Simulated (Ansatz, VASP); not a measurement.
## One calculation of V, two programs

```
V
1.0
     2.08465    1.20357    0.89281
    -2.08465    1.20357    0.89281
     0.00000   -2.40715    0.89281
V
1
Cartesian
  0.0000 0.0000 0.0000
```

Alike in both runs: functional PBE; k mesh 9 × 9 × 9; occupations gaussian, width 0.1 eV; no spin polarisation.

Ansatz relaxed the structure, and its values are those at the end. VASP's run is a single point on that final structure, the one shown.

|  | VASP | Ansatz |
| --- | --- | --- |
| version | VASP 6.6.1 | Ansatz 0.2.0 |
| potentials or method | VASP PAW PBE potentials, release 64 (V_sv) | scalar-relativistic, plane waves, PAW |
| plane-wave cutoff (eV) | 520 | 420 |
| valence electrons in the cell | 13 | 13 |

```csv
,VASP,Ansatz,Ansatz less VASP
gap on the k mesh at the Fermi level (eV),none,none,-
pressure (GPa),0.6,0.2,-0.38
```

A gap of «none» marks a metal or a gap that the smearing closes.
